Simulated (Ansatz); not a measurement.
# Sn (I4_1/amd) in Ansatz: a series of runs

One crystal, Sn, is run at these levels: B3LYP+D3(BJ)-ATM, BLYP+D4; tasks: single point.

Program: Ansatz 0.2.0. These are calculated values, not measurements. Logs are shortened: lines on timing, memory, paths and dates and some standing lists are left out, and cuts for length are marked.

## Step 1: The crystal as given

Symmetry: I4_1/amd, No. 141, tetragonal system. The conventional cell has a = 5.880 Å, b = 5.880 Å, c = 3.199 Å, α = 90.00°, β = 90.00°, γ = 90.00°. Around Sn (site symmetry -4m2) lie 6 Sn at 3.05 to 3.20 Å.

## Step 2: Single point, B3LYP+D3(BJ)-ATM

Input file input.yaml:

```yaml
crystal:
  lattice: { a: 5.88028091, b: 5.88028091, c: 3.19860398, alpha: 90.0, beta: 90.0, gamma: 90.0 }
  space_group: 141
  setting: { origin_choice: 1 }
  reduce_to_primitive: true
  atoms:
    - { symbol: Sn, wyckoff: "4a", position: [0.0, 0.0, 0.0] }
hamiltonian:
  xc: b3lyp
  pseudopotentials: { kind: paw }
  dispersion: d3bjatm
kpoints:
  mp_grid: { grid: [7, 7, 7] }
scf:
  occupations: { method: gaussian, width: 0.02 }
output:
  forces: true
  stress: true
  eigenvalues: true
  write_density: true
  write_potential: true
  elf: true
  volumetric_format: npy
```

Potentials or basis: Ansatz PAW.

Started as:

```console
> ansatz run input.yaml --threads 1 --pin off --max-ram 2560MiB --backend cpu --events-out ev --progress --plain --runs-dir out
```

What it wrote:

```text
Warning: output.stress: scf.convergence.dr2_threshold = 1e-7 eV (the SCF's general default) is looser than the 2e-10 eV advised for a printed stress (1e-10 eV for each atom of the cell: 2). What an SCF threshold leaves in a stress goes as its square root, and in the free energy as the threshold itself, and one threshold admits the most on a small cell: of the crystals measured, under no hybrid functional and no lock of the moments, on runs that ended without the residual-converged pass, on stresses that held no estimate of that error, the worst erred by over 100 MPa in a component at 1e-7 eV an atom and by under 5 at 1e-10. Set scf.convergence.dr2_threshold to 2e-10 eV or tighter. The threshold is an SCF's pass mark: one that does not reach it within its budget of iterations ends unconverged, or closes short of it on a stop that the run arms, and scf.convergence.dr2_threshold's page says what that costs each kind of run
Warning: output.stress: scf.exx.energy_threshold = 1e-6 eV is looser than the 2e-8 eV advised for a stress under a hybrid functional (1e-8 eV for each atom of the cell: 2). Every SCF of the exchange loop can meet its threshold on dr2 while the loop round them stops early: no threshold on dr2 bounds what that leaves in the stress. Set scf.exx.energy_threshold to 2e-8 eV or tighter. The threshold is the loop's pass mark: a loop that does not reach it within its budget of cycles ends unconverged, and scf.exx.energy_threshold's page has the law
Warning: RAYON_NUM_THREADS=1 ignored (pool sized by the plan → 1); use --threads N
crystal.space_group: 141 is read as I41/amd (origin choice 1): the typed cell holds Sn4 (Sn 4a). Least distances (Å): Sn–Sn 3.047
crystal.space_group generates its sites in this order, which a site index counts, at these fractional coordinates of the primitive cell where crystal.reduce_to_primitive is true, and else of the cell that is read (crystal.supercell repeats the list replica by replica, and crystal.defects acts on that): 0: Sn [0.000000, 1.000000, 0.000000]; 1: Sn [0.750000, 0.250000, 0.500000];
Engine: ansatz 0.2.0, aarch64-unknown-linux-gnu
Pseudopotentials: kind: paw
Pseudopotential: Sn, paw, valence charge 14, recommended cutoff 420 eV (normal), Sn.paw.azcp
Functional definition: B3LYP
  parameter a0 = 0.2
  parameter ax = 0.72
  parameter ac = 0.81
  exchange = (1 - a0 - ax)*slater_x + ax*b88_x + a0*exact_x
  correlation = (1 - ac)*vwn_rpa_c + ac*lyp_c
Crystal: 2 atoms, lattice volume = 55.300 Å³
Basis set: ecut = 420 eV, 1109 PW (Γ), exchange–correlation on 60×60×60 points (8 copies of the dense FFT grid, shifted against one another)
Bands: 18, of which v1, the nominal top of the filled ones, is band 14 counted from 1 (13 counted from 0)
Symmetry: 16 space group operations
Space group: I41/amd (ITA 141), of the structure as read, at distance tolerance 3.8e-5 Å
k-points: 40 of 343
Non-local potential: Sn, projectors of the file, l = 0: 2, l = 1: 2, l = 2: 2, l = 3: 2
PAW form: soft (Blöchl's): semilocal exchange-correlation on the pseudo side does not see the compensation charge
PAW frozen core: Sn, regenerated for the run's functional, and the local potential with it (the file was generated under x = pbe(κ = 0.804, μ = 0.2195149727645171), c = pbe(β = 0.06672455060314922))
PAW one-centre angular grid: Sn, 590 points (default); XC on 64 Gauss nodes
Initial density: superposition of atomic densities (neutral atoms: chi_scale 0, normalization atom), corrected by the library's trained network
Initial wavefunctions: pseudopotential atomic-orbital guess
Functional: x = 0.1 slater + 0.9 b88, c = 0.19 vwn_rpa + 0.81 lyp, warm-up for x = 0.08 slater + 0.72 b88 + 0.2 exact, c = 0.19 vwn_rpa + 0.81 lyp
SCF iter   1: F=—  HF=-12072.327722 eV  |F-HF|=—  |Δ(HF+E_count)|=         —  Δρ=6.09e-3  dr2=1.72e-2  ethr=1.77e-3  ⟨swp⟩=7.8  Hψ=3155  notcnv=0
preconditioner: auto → none  [insulator: Δε(μ)=0.052 eV  Ē_g=20.277 eV  σ=0.020 eV  W_gap=0.52  n_scr=16 (ndim 8)  ℏωp=26.4 eV  f_vac=0.000  D(μ)=2.99/eV (n_scr^D=36)]
SCF iter   2: F=—  HF=-12072.325492 eV  |F-HF|=—  |Δ(HF+E_count)|=   2.23e-3  Δρ=2.80e-3  dr2=3.46e-3  ethr=6.13e-5  ⟨swp⟩=4.2  Hψ=1678  notcnv=0  defer=39
iter 3 solved again at ethr=1.48e-8 eV; its pass at ethr=1.24e-5 eV (dr2=4.14e-6 eV) is discarded
SCF iter   3: F=—  HF=-12072.325237 eV  |F-HF|=—  |Δ(HF+E_count)|=   2.55e-4  Δρ=1.30e-4  dr2=5.46e-6  ethr=1.48e-8  ⟨swp⟩=5.5  Hψ=4586  notcnv=0  defer=1
SCF iter   4: F=—  HF=-12072.325244 eV  |F-HF|=—  |Δ(HF+E_count)|=   7.43e-6  Δρ=3.22e-5  dr2=4.38e-7  ethr=1.48e-8  ⟨swp⟩=4.0  Hψ=2008  notcnv=0  defer=1
SCF iter   5: F=—  HF=-12072.325244 eV  |F-HF|=—  |Δ(HF+E_count)|=   1.15e-7  Δρ=1.72e-5  dr2=1.12e-7  ethr=1.56e-9  ⟨swp⟩=3.8  Hψ=1906  notcnv=0
SCF iter   6: F=—  HF=-12072.325244 eV  |F-HF|=—  |Δ(HF+E_count)|=   5.05e-8  Δρ=8.16e-6  dr2=2.69e-8  ethr=4.02e-10  ⟨swp⟩=2.9  Hψ=1368  notcnv=0
SCF iter   7: F=—  HF=-12072.325244 eV  |F-HF|=—  |Δ(HF+E_count)|=   1.26e-8  Δρ=1.82e-6  dr2=9.66e-10  ethr=9.62e-11  ⟨swp⟩=4.0  Hψ=1924  notcnv=0
SCF iter   8: F=-12072.325244 eV  HF=-12072.325244 eV  |F-HF|=7.28e-12  |Δ(HF+E_count)|=  3.60e-10  Δρ=3.38e-7  dr2=3.67e-11  ethr=3.45e-12  ⟨swp⟩=3.9  Hψ=1914  notcnv=0
SCF 1 converged in 8 iterations: F = -12072.325244 eV  dr2 = 3.67e-11
Initial density: handed on by an earlier stage of this run
Initial wavefunctions: those handed on with the density
Functional: x = 0.08 slater + 0.72 b88 + 0.2 exact, c = 0.19 vwn_rpa + 0.81 lyp
Frozen-core exchange: fock
iter 1 solved again at ethr=1.32e-5 eV; its pass at ethr=1.00e-1 eV (dr2=3.68e-3 eV) is discarded
SCF iter   1: F=—  HF=-12078.373899 eV  |F-HF|=—  |Δ(HF+E_count)|=         —  Δρ=4.67e-3  dr2=6.91e-3  ethr=1.32e-5  ⟨swp⟩=5.4  Hψ=4461  notcnv=0
preconditioner: auto → none  [insulator: Δε(μ)=0.050 eV  Ē_g=22.627 eV  σ=0.020 eV  W_gap=0.87  n_scr=16 (ndim 8)  ℏωp=26.4 eV  f_vac=0.000  D(μ)=1.42/eV (n_scr^D=8)]
SCF iter   2: F=—  HF=-12078.372403 eV  |F-HF|=—  |Δ(HF+E_count)|=   1.50e-3  Δρ=1.69e-3  dr2=2.40e-3  ethr=1.32e-5  ⟨swp⟩=3.0  Hψ=1828  notcnv=0
SCF iter   3: F=—  HF=-12078.372284 eV  |F-HF|=—  |Δ(HF+E_count)|=   1.19e-4  Δρ=2.91e-4  dr2=1.64e-3  ethr=2.74e-6  ⟨swp⟩=2.7  Hψ=1328  notcnv=0
SCF iter   4: F=—  HF=-12078.372289 eV  |F-HF|=—  |Δ(HF+E_count)|=   4.20e-6  Δρ=3.87e-5  dr2=9.23e-7  ethr=7.19e-8  ⟨swp⟩=4.0  Hψ=1554  notcnv=0
SCF iter   5: F=-12078.372289 eV  HF=-12078.372289 eV  |F-HF|=5.11e-8  |Δ(HF+E_count)|=   1.11e-7  Δρ=1.00e-5  dr2=7.37e-8  ethr=3.30e-9  ⟨swp⟩=4.0  Hψ=2212  notcnv=0
SCF 2 converged in 5 iterations: F = -12078.372289 eV  dr2 = 7.37e-8
hybrid outer 1: dexx = +5.969e-3 eV, tail = 3.78e-3 eV
Frozen-core exchange: fock
SCF iter   1: F=—  HF=-12078.378711 eV  |F-HF|=—  |Δ(HF+E_count)|=         —  Δρ=4.53e-4  dr2=5.89e-5  ethr=6.75e-5  ⟨swp⟩=2.2  Hψ=1449  notcnv=0
preconditioner: auto → none  [insulator: Δε(μ)=0.247 eV  Ē_g=22.608 eV  σ=0.020 eV  W_gap=0.88  n_scr=16 (ndim 8)  ℏωp=26.4 eV  f_vac=0.000  D(μ)=1.36/eV (n_scr^D=4)]
SCF iter   2: F=—  HF=-12078.378782 eV  |F-HF|=—  |Δ(HF+E_count)|=   7.11e-5  Δρ=1.47e-4  dr2=2.09e-5  ethr=1.68e-7  ⟨swp⟩=4.1  Hψ=2499  notcnv=0
SCF iter   3: F=—  HF=-12078.378781 eV  |F-HF|=—  |Δ(HF+E_count)|=   1.12e-6  Δρ=1.58e-5  dr2=1.48e-5  ethr=2.12e-8  ⟨swp⟩=2.1  Hψ=1298  notcnv=0
SCF iter   4: F=-12078.378868 eV  HF=-12078.378868 eV  |F-HF|=3.30e-7  |Δ(HF+E_count)|=   8.69e-5  Δρ=8.42e-5  dr2=2.34e-6  ethr=2.31e-10  ⟨swp⟩=5.2  Hψ=3035  notcnv=0  defer=2
SCF 3 stopped early in 4 iterations: F = -12078.378868 eV  dr2 = 2.34e-6
hybrid outer 2: dexx = +1.028e-4 eV, tail = 1.21e-5 eV, Δε = 2.11e-1 eV (about 1.62e-2 eV left of the loop's levels)
Frozen-core exchange: fock
SCF iter   1: F=—  HF=-12078.378679 eV  |F-HF|=—  |Δ(HF+E_count)|=         —  Δρ=1.36e-5  dr2=5.47e-6  ethr=1.10e-7  ⟨swp⟩=3.2  Hψ=1497  notcnv=0
preconditioner: auto → none  [insulator: Δε(μ)=0.246 eV  Ē_g=22.608 eV  σ=0.020 eV  W_gap=0.88  n_scr=16 (ndim 8)  ℏωp=26.4 eV  f_vac=0.000  D(μ)=1.36/eV (n_scr^D=4)]
SCF iter   2: F=—  HF=-12078.378680 eV  |F-HF|=—  |Δ(HF+E_count)|=   3.20e-8  Δρ=6.08e-6  dr2=5.41e-6  ethr=2.94e-10  ⟨swp⟩=4.0  Hψ=2021  notcnv=0
SCF iter   3: F=—  HF=-12078.378871 eV  |F-HF|=—  |Δ(HF+E_count)|=   1.92e-4  Δρ=9.73e-6  dr2=1.16e-7  ethr=7.35e-11  ⟨swp⟩=4.8  Hψ=2544  notcnv=0  defer=2
SCF iter   4: F=—  HF=-12078.378871 eV  |F-HF|=—  |Δ(HF+E_count)|=   1.23e-8  Δρ=1.63e-5  dr2=1.29e-7  ethr=7.35e-11  ⟨swp⟩=4.0  Hψ=1855  notcnv=0
SCF iter   5: F=—  HF=-12078.378871 eV  |F-HF|=—  |Δ(HF+E_count)|=   1.72e-8  Δρ=6.27e-6  dr2=4.65e-8  ethr=7.35e-11  ⟨swp⟩=3.8  Hψ=1511  notcnv=0
SCF iter   6: F=—  HF=-12078.378871 eV  |F-HF|=—  |Δ(HF+E_count)|=   1.36e-9  Δρ=2.45e-6  dr2=3.61e-8  ethr=4.22e-11  ⟨swp⟩=2.0  Hψ=1304  notcnv=0
SCF iter   7: F=—  HF=-12078.378871 eV  |F-HF|=—  |Δ(HF+E_count)|=  8.00e-11  Δρ=4.05e-7  dr2=3.44e-8  ethr=5.85e-12  ⟨swp⟩=4.0  Hψ=1588  notcnv=0
SCF iter   8: F=-12078.378871 eV  HF=-12078.378871 eV  |F-HF|=1.64e-9  |Δ(HF+E_count)|=   2.44e-7  Δρ=1.94e-6  dr2=4.50e-9  ethr=1.00e-12  ⟨swp⟩=5.0  Hψ=2452  notcnv=0
SCF 4 converged in 8 iterations: F = -12078.378871 eV  dr2 = 4.50e-9
  Residual-converged pass: ⟨swp⟩=2.0  Hψ=977  notcnv=0  max |occ|·‖R‖ = 2.4e-6 eV (tolerance 2.4e-6 eV)  dr2=4.50e-9  dr2_onsite=1.61e-11  max |Δocc| = 3.6e-37
hybrid outer 3: dexx = +1.870e-7 eV, tail = 1.42e-8 eV, Δε = 9.66e-4 eV (about 8.79e-5 eV left of the loop's levels)
hybrid SCF converged: 3 outer / 17 inner (+8 warm-up), last move |dexx| = 1.87e-7 eV, tail = 1.42e-8 eV
Stability not checked: this state was not tested for a lower state beside it, because the functional holds exact exchange (a hybrid, or Hartree-Fock), whose exchange loop this test does not read (fock_operator; see scf.lower_state_search)
Free energy (F): -12078.378871 eV
Frozen-core exchange: fock
Harris-Foulkes:  -12078.378871 eV  (|F-HF|=1.64e-9)
Internal energy: -12078.378600 eV  (E = F + TS)
E sigma→0 (E₀):  -12078.378736 eV
Entropy (-TS):   -0.000272 eV (-0.136 meV/atom)
Fermi energy:    10.648917 eV
--- Per-component energies (eV) ---
  E_band       = -216.560079
  E_kinetic    = 374.431553
  E_local      = -1728.194137  (includes V_loc(G=0)·N_el)
  E_nonlocal   = -66.455941
  E_hartree    = 1077.247499
  E_xc         = -622.453367
  E_vxc        = -156.002413  (∫ρ·V_xc dr)
  E_exx        = -66.995253  (= α·E_x^exact, valence–valence)
  E_paw        = -8376.913814  (= ΣΔE_a)
  E_vpaw       = -660.843033  (= ΣTr[D̂ρ^β])
  E_aug_tail   = -0.000001  (compensation charges beyond the density's cutoff)
  E_ewald      = -2667.740604
  E_disp       = -1.556700  (pairwise vdW)
  E_core_change = 0.252165  (= ΣΔE_core)
  E_smearing   = -0.000272  (= −TS)
  E_closure    = -0.000000  (closes the sum)
  Σ components = -12078.378871   (vs F -12078.378871, Δ=0.00e0)
--- Forces (eV/Å), atoms counted from 1 ---
  atom   1  Sn    -0.00000000     0.00000000     0.00000000
  atom   2  Sn    -0.00000000     0.00000000     0.00000000
  max |Σ_I F_I| component: 3.47e-18 eV/Å
--- Stress (GPa, compression-positive) ---
       -1.661187      -0.000000      -0.000000
       -0.000000      -1.661187       0.000000
        0.000000      -0.000000      -0.689722
  P = ⅓ Tr σ = -1.3374 GPa (-13.374 kbar)
--- Band table (eV; the first three rows and the last of 40) ---
  k-point 0: bands = ["-13.2169", "-13.1346", "-13.0868", "-13.0814", "-12.9292", "-12.9292", "-12.9207", "-12.9207", "-12.8312", "-12.7308", "-1.8119", "6.2469", "8.1987", "8.1987", "14.5136", "17.5433", "17.5433", "18.1494"]
  k-point 1: bands = ["-13.2005", "-13.1373", "-13.0913", "-13.0731", "-12.9377", "-12.9208", "-12.9164", "-12.9144", "-12.8411", "-12.7470", "-1.6159", "4.9033", "8.4635", "9.3178", "15.3592", "16.1242", "16.6271", "18.0474"]
  k-point 2: bands = ["-13.1542", "-13.1418", "-13.1121", "-13.0355", "-12.9663", "-12.9110", "-12.9043", "-12.8967", "-12.8670", "-12.7874", "-1.0270", "2.9984", "9.1875", "10.8104", "14.1363", "14.9756", "17.6111", "17.6596"]
  k-point 39: bands = ["-13.1478", "-13.1457", "-12.9891", "-12.9541", "-12.9497", "-12.9374", "-12.9249", "-12.9149", "-12.9058", "-12.9041", "1.4765", "2.0635", "5.2931", "5.9110", "16.4615", "16.4788", "19.6976", "20.4405"]
```

Run time: 2.6 min. Hardware: 1 thread of Arm Neoverse V1, shared host; peak memory 2.1 GiB.

Results:

```yaml
Free_energy: -12078.3789 eV
Pressure: -1.3 GPa
Band_gap_on_the_k_mesh: none (metal or under the smearing width)
```

Stress tensor (GPa, compression positive):
```
-1.66  0.00  0.00
 0.00 -1.66  0.00
 0.00  0.00 -0.69
```

Caveat: pairwise dispersion overbinds metals, which lowers pressure and volume; the PAW data sets come from PBE, with cores solved anew for the run's functional, which leaves a small shift of forces and pressure; the thresholds are loose for stress.

## Step 3: Single point, BLYP+D4

Input file input.yaml:

```yaml
crystal:
  lattice: { a: 5.88028091, b: 5.88028091, c: 3.19860398, alpha: 90.0, beta: 90.0, gamma: 90.0 }
  space_group: 141
  setting: { origin_choice: 1 }
  reduce_to_primitive: true
  atoms:
    - { symbol: Sn, wyckoff: "4a", position: [0.0, 0.0, 0.0] }
hamiltonian:
  xc: blyp
  pseudopotentials: { kind: nc, source: spms }
  dispersion: d4
kpoints:
  mp_grid: { grid: [9, 9, 9] }
scf:
  occupations: { method: cold, width: 0.15 }
output:
  forces: true
  stress: true
  eigenvalues: true
```

Potentials or basis: SPMS NC.

Started as:

```console
> ansatz run input.yaml --threads 1 --pin off --max-ram 2560MiB --backend cpu --events-out ev --progress --plain --runs-dir out
```

Run time: 4.8 s. Hardware: 1 thread of Arm Neoverse V1, shared host; peak memory 0.32 GiB.

Results (log left out):

```
Free energy            : -3832.5387 eV
Pressure               : 0.7 GPa
Band gap on the k mesh : none (metal or under the smearing width)
```

Stress tensor (GPa, compression positive):
```
0.83 0.00 0.00
0.00 0.83 0.00
0.00 0.00 0.52
```

Levels at points of the mesh, in eV from the Fermi level:
```tsv
k point	band 10	band 11	band 12	band 13	band 14	band 15	band 16	band 17	band 18
(0.00, 0.00, 0.00)	-21.15	-11.00	-3.88	-1.94	-1.94	3.45	6.00	6.00	6.56
```

Caveat: the potentials were made for another functional, which shifts forces and pressure; the pressure holds a Pulay correction of +0.6 GPa for the finite cutoff; pairwise dispersion overbinds metals, which lowers pressure and volume.
